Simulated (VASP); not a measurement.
# Pb (Fm-3m) in VASP: a series of runs, part 2 of 2

VASP 6.6.1.

### 5 Relaxation of the atoms, PBE (a relaxed cell with its volume scaled by 0.98)

Input file INCAR:

```
PREC = Accurate
ENCUT = 300
EDIFF = 1E-7
ISMEAR = 1
SIGMA = 0.1
LREAL = F
LASPH = T
NELM = 80
ALGO = Fast
ISIF = 2
LWAVE = F
LCHARG = F
GGA = PE
IBRION = 2
NSW = 40
EDIFFG = -0.01
```

Input file KPOINTS:

```
Automatic mesh
0
Gamma
  7 7 7
```

Input file POSCAR:

```
Pb                                      
1.0
    0.0000000000      2.5067407743      2.5067407743
    2.5067407743      0.0000000000      2.5067407743
    2.5067407743      2.5067407743      0.0000000000
  Pb            
     1
Direct
     0.0000000000000000    0.0000000000000000    0.0000000000000000
```

Potentials or basis: VASP PAW PBE potentials, release 64 (Pb).

Started as:

```sh
> cat potpaw_PBE.64/Pb/POTCAR > POTCAR
> mpirun -np 1 vasp_std > vasp.out
```

OUTCAR:

```text
PREC = Accurate
   ENCUT = 300
   EDIFF = 1E-7
   ISMEAR = 1
   LREAL = F
   LASPH = T
   NELM = 80
   ISIF = 2
   GGA = PE
   IBRION = 2
   NSW = 40
   EDIFFG = -0.01

 ion  position               nearest neighbor table
   1  0.000  0.000  0.000-

  LATTYP: Found a face centered cubic cell.
 ALAT       =     5.0134815486

  Lattice vectors:

 A1 = (   0.0000000000,   2.5067407743,   2.5067407743)
 A2 = (   2.5067407743,   0.0000000000,   2.5067407743)
 A3 = (   2.5067407743,   2.5067407743,   0.0000000000)

Analysis of symmetry for initial positions (statically):
=====================================================================
 Subroutine PRICEL returns:
 Original cell was already a primitive cell.

 Routine SETGRP: Setting up the symmetry group for a
 face centered cubic supercell.

 Subroutine GETGRP returns: Found 48 space group operations
 (whereof 48 operations were pure point group operations)
 out of a pool of 48 trial point group operations.

The static configuration has the point symmetry O_h .

Analysis of symmetry for dynamics (positions and initial velocities):
=====================================================================
 Subroutine PRICEL returns:
 Original cell was already a primitive cell.

 Routine SETGRP: Setting up the symmetry group for a
 face centered cubic supercell.

 Subroutine GETGRP returns: Found 48 space group operations
 (whereof 48 operations were pure point group operations)
 out of a pool of 48 trial point group operations.

The dynamic configuration has the point symmetry O_h .

 Subroutine INISYM returns: Found 48 space group operations
 (whereof 48 operations are pure point group operations),
 and found     1 'primitive' translations

----------------------------------------------------------------------------------------

[... 104 lines left out ...]
     AMIX     =   0.40;   BMIX     =  1.00
     AMIX_MAG =   1.60;   BMIX_MAG =  1.00
  volume/ion in A,a.u.               =      31.50       212.60
  Fermi-wavevector in a.u.,A,eV,Ry     =   0.822827  1.554918  9.211755  0.677045
  Thomas-Fermi vector in A             =   1.934231
   LORBIT       =      0    0 simple, 1 ext, 2 COOP (PROOUT), +10 PAW based schemes
   GGA     = PE    functional components
   LHFCALC =     F    Hartree Fock is set to
   AEXX    =    0.0000 exact exchange contribution
   IVDW    =     0    specifies the selected vdW correction
   LEPSILON=     F    determine dielectric tensor
   LRPA    =     F    only Hartree local field effects (RPA)
 conjugate gradient relaxation of ions
 non-spin polarized calculation
 RMM-DIIS sequential band-by-band and
 Methfessel and Paxton  Order N= 1 SIGMA  =   0.10
  energy-cutoff  :      300.00
  volume of cell :       31.50
 maximum number of plane-waves:       379
   NGX =  9   NGY =  9   NGZ =  9

 number of electron       4.0000001 magnetization

 Free energy of the ion-electron system (eV)
  ---------------------------------------------------
  ext. energy  EPLUGINS =         0.00000000
  ---------------------------------------------------
  free energy    TOTEN  =        -3.58427702 eV

  energy without entropy =       -3.58408228  energy(sigma->0) =       -3.58421211

 E-fermi :   4.4807     XC(G=0):  -9.8392

 val. band max:        4.4283929489   @ k =  -0.4286   0.2857   0.0000
 cond. band min:       4.9514089666   @ k =  -0.4286   0.4286   0.0000
 fundamental gap:      0.5230160177
 Fermi energy:         4.4806802219

 k-point     1 :       0.0000    0.0000    0.0000
  band No.  band energies     occupation
      1      -6.8440      2.00000
      2      11.7852      0.00000
      3      11.7852      0.00000
      4      11.7852      0.00000
      5      14.4118      0.00000
      6      15.4390      0.00000
[... 163 lines left out ...]
 k-point    20 :      -0.2857    0.4286    0.1429
  band No.  band energies     occupation
      1      -2.1729      2.00000
      2       3.0211      2.00000
      3       3.2502      2.00000
      4       6.0530     -0.00000
      5      13.3690      0.00000
      6      16.5372      0.00000

------------------------ aborting loop because EDIFF is reached ----------------------------------------

  FORCE on cell =-STRESS in cart. coord.  units (eV):
  Direction    XX          YY          ZZ          XY          YZ          ZX
  --------------------------------------------------------------------------------------
  -------------------------------------------------------------------------------------
  Total        0.1673240      0.1673240      0.1673240     -0.0000000     -0.0000000      0.0000000
  in kB        8.5096295      8.5096295      8.5096295     -0.0000000     -0.0000000      0.0000000
  external PRESSURE =       8.5096295 kB  Pullay stress =       0.0000000 kB

 VOLUME and BASIS-vectors are now :
 -----------------------------------------------------------------------------
  energy-cutoff  :      300.00
  volume of cell :       31.50
      direct lattice vectors                 reciprocal lattice vectors
     0.000000000  2.506740774  2.506740774    -0.199462188  0.199462188  0.199462188
     2.506740774  0.000000000  2.506740774     0.199462188 -0.199462188  0.199462188
     2.506740774  2.506740774  0.000000000     0.199462188  0.199462188 -0.199462188

 POSITION                                       TOTAL-FORCE (eV/Angst)
 -----------------------------------------------------------------------------------
      0.00000      0.00000      0.00000         0.000000     -0.000000     -0.000000
 -----------------------------------------------------------------------------------
    total drift:                                0.000000      0.000000     -0.000000

  FREE ENERGIE OF THE ION-ELECTRON SYSTEM (eV)
  ---------------------------------------------------
  free  energy   TOTEN  =        -3.5842770220 eV

  energy  without entropy=       -3.5840822842  energy(sigma->0) =       -3.58421211

 reached required accuracy - stopping structural energy minimisation
```

OSZICAR:

```text
N       E                     dE             d eps       ncg     rms          rms(c)
DAV:   1     0.101034091818E+01    0.10103E+01   -0.87765E+02   246   0.291E+02
DAV:   2    -0.351165871802E+01   -0.45220E+01   -0.43211E+01   348   0.368E+01
DAV:   3    -0.359140780780E+01   -0.79749E-01   -0.79345E-01   252   0.496E+00
DAV:   4    -0.359173811570E+01   -0.33031E-03   -0.33029E-03   360   0.389E-01
DAV:   5    -0.359173937600E+01   -0.12603E-05   -0.12607E-05   252   0.136E-02    0.477E+00
RMM:   6    -0.358690573262E+01    0.48336E-02   -0.12041E-03   240   0.202E-01    0.293E+00
RMM:   7    -0.358421843822E+01    0.26873E-02   -0.51729E-03   264   0.395E-01    0.198E-01
RMM:   8    -0.358425868290E+01   -0.40245E-04   -0.11297E-04   240   0.869E-02    0.162E-01
RMM:   9    -0.358427643299E+01   -0.17750E-04   -0.24136E-05   240   0.395E-02    0.728E-02
RMM:  10    -0.358427710881E+01   -0.67582E-06   -0.16763E-06   240   0.957E-03    0.596E-03
RMM:  11    -0.358427702203E+01    0.86781E-07   -0.50145E-07   240   0.495E-03
   1 F= -.35842770E+01 E0= -.35842121E+01  d E =-.358428E+01
```

CONTCAR:

```text
Pb
   1.00000000000000
     0.0000000000000000    2.5067407742999999    2.5067407742999999
     2.5067407742999999    0.0000000000000000    2.5067407742999999
     2.5067407742999999    2.5067407742999999    0.0000000000000000
  Pb
     1
Direct
     0.0000000000000000    0.0000000000000000    0.0000000000000000

  0.00000000E+00  0.00000000E+00  0.00000000E+00
```

It took 1.5 s on 1 thread of Intel Xeon 6975P-C (Granite Rapids), shared host; peak memory 0.12 GiB.

What came out:

```
Free energy             : -3.5843 eV
Pressure after relaxing : 0.9 GPa
Band gap on the k mesh  : none (metal or under the smearing width)
```

Final structure:
```xyz
1
Lattice="0.0000 2.5067 2.5067 2.5067 0.0000 2.5067 2.5067 2.5067 0.0000" Properties=species:S:1:pos:R:3 pbc="T T T"
Pb    0.0000    0.0000    0.0000
```

Caveat: the relaxation stopped at its first step, so nothing moved.

### 6 The runs side by side

| task | cell | gap on the mesh (eV) | pressure (GPa) |
| --- | --- | --- | --- |
| relaxation of cell and atoms | relaxed | none | 0.0 |
| relaxation of the atoms | atoms relaxed from: a relaxed cell with its volume scaled by 0.94 | none | 2.8 |
| relaxation of the atoms | atoms relaxed from: a relaxed cell with its volume scaled by 0.96 | none | 1.7 |
| relaxation of the atoms | atoms relaxed from: a relaxed cell with its volume scaled by 0.98 | none | 0.9 |

Alike in all rows: level PBE; potentials or basis VASP PAW PBE potentials, release 64 (Pb); no spin polarisation; k mesh 7 × 7 × 7; cutoff (eV) 300; smearing methfessel-paxton 0.1 eV.

Caveats: the relaxation stopped at its first step, so nothing moved.

Total energies depend on the potentials used, so only differences within one code and one set of settings carry meaning.
